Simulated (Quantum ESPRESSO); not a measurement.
The system is PbF2 (Fluorocronite).

```
Pb F
1.0
     0.00000    2.96366    2.96366
     2.96366    0.00000    2.96366
     2.96366    2.96366    0.00000
Pb F
1 2
Direct
  0.00000 0.00000 0.00000
  0.75000 0.75000 0.75000
  0.25000 0.25000 0.25000
```

Base run:

| Quantity | Value |
| --- | --- |
| Program | Quantum ESPRESSO 7.5 |
| Functional | WC |
| Potentials or basis | GBRV 1.5 PBE |
| Cutoff | 612 eV |
| Density cutoff | 4898 eV |
| k mesh | 6 × 6 × 6, shifted |
| Occupations | fermi-dirac, width 0.05 eV |
| Spin | no spin polarisation |

Its results: pressure -1.3 GPa; electronic dielectric tensor (diagonal) 3.38.

**Question.** The run is repeated on the same cell with these changes: functional from WC to BLYP. What comes out?

**Answer.** Pressure 4.8 GPa; electronic dielectric tensor (diagonal) 3.26.

BLYP binds less tightly than WC, so the same cell stands under more pressure.

Caveats: the potentials were made for another functional, which shifts forces and pressure; the cell is more than 3 GPa from zero pressure, which shifts response properties (some runs).
